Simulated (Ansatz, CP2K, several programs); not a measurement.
Energy against volume for MgSe (started from an entry of an open crystallographic database), at fixed shape and fractional coordinates, computed by several methods (PBE and r2SCAN, where shown, with plane waves in Ansatz); the cell shown is that of r2SCAN. The symmetry is Fm-3m (No. 225, cubic); a = 5.473 Å in the conventional setting, 20.49 Å³ an atom. Mg has 6 Se at 2.74 Å; Se has 6 Mg at 2.74 Å. The values are computed, spin-unpolarised, and not measurements. Energies count from each curve's lowest point; fits are third-order Birch-Murnaghan.

```cif
data_structure
_symmetry_space_group_name_H-M 'Fm-3m'
_symmetry_Int_Tables_number 225
_cell_length_a 5.4726
_cell_length_b 5.4726
_cell_length_c 5.4726
_cell_angle_alpha 90.000
_cell_angle_beta 90.000
_cell_angle_gamma 90.000
_cell_volume 163.90
loop_
_atom_site_label
_atom_site_type_symbol
_atom_site_symmetry_multiplicity
_atom_site_Wyckoff_symbol
_atom_site_fract_x
_atom_site_fract_y
_atom_site_fract_z
_atom_site_occupancy
Mg1 Mg 4 a 0.00000 0.00000 0.00000 1
Se1 Se 4 b 0.50000 0.00000 0.00000 1
```

r2SCAN, on the shape of its own relaxed cell:
```
V (Å³/atom)  E (meV/atom)
     19.258         17.02
     19.872          4.06
     20.487          0.00
     21.102          3.59
     21.716         13.73
```
V₀ = 20.49 Å³ an atom and B₀ = 66 GPa.

PBE, on the shape of its own relaxed cell:
```csv
V (Å³/atom),E (meV/atom)
19.645,15.89
20.272,3.78
20.899,0.00
21.525,3.36
22.152,12.84
```
V₀ = 20.90 Å³ an atom and B₀ = 61 GPa.

light PBE (260 eV and a coarse mesh), on the shape of the cell shown:

| V (Å³/atom) | E (meV/atom) |
| --- | --- |
| 18.848 | 53.82 |
| 19.668 | 23.24 |
| 20.487 | 0.00 |
| 21.307 | 10.29 |
| 22.126 | 24.96 |
| 22.946 | 36.32 |

The points scatter about the fit by more than 0.3 meV an atom, since at so low a cutoff the number of plane waves jumps with the volume, so no fit is quoted.

PBE/SZV (CP2K), on the shape of the cell shown:
```
V (Å³/atom)  E (meV/atom)
     18.029        207.93
     19.258        102.98
     20.487         38.08
     21.716          6.73
     22.946          0.00
```
V₀ = 22.67 Å³ an atom and B₀ = 51 GPa. The lowest point lies at an end of the range, so the fit is barely bracketed.

Q: PBE/DZVP (CP2K), on the shape of the cell shown, gives

| V (Å³/atom) | E (meV/atom) |
| --- | --- |
| 18.029 | 131.81 |
| 19.258 | 51.29 |
| 20.487 | 9.07 |
| 21.716 | 0.00 |
| 22.946 | 15.62 |

What equilibrium volume and bulk modulus follow?

A: V₀ = 21.53 Å³ an atom and B₀ = 61 GPa.
